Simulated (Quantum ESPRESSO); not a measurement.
**GaSb: zone-centre phonons under several settings**

```
Sb Ga
1.0
     0.00000    3.05900    3.05900
     3.05900    0.00000    3.05900
     3.05900    3.05900    0.00000
Sb Ga
1 1
Direct
  0.75000 0.75000 0.75000
  0.00000 0.00000 0.00000
```

All runs used Quantum ESPRESSO 7.5; relaxed cell; no spin polarisation; occupations cold, width 0.272 eV.

| level | potentials | k mesh (s: shifted) | cutoff (eV) | volume (Å³/atom) | pressure (GPa) | lowest optical mode without the field (cm⁻¹) |
| --- | --- | --- | --- | --- | --- | --- |
| PBE | SSSP 1.3 efficiency PBE | 6 × 6 × 6 | 952 | ? | 0.0 | ? |
| BLYP | PseudoDojo 0.4.1 SR PBE standard | 8 × 8 × 8 | 1088 | 31.54 | 0.5 | 192 |

Question: What stands in the row left open?

Answer: Volume 29.95 Å³/atom; lowest optical mode without the field 202 cm⁻¹.

Caveats: the mesh is thin for the phonons of a metal (some runs); the potentials were made for another functional, which shifts forces and pressure (some runs); before the sum rule the acoustic modes lie tens of cm⁻¹ from zero, a sign that the density grid also shifts the optical modes (some runs).

For the row left open. Caveat: the k mesh is coarse; the mesh is thin for the phonons of a metal.
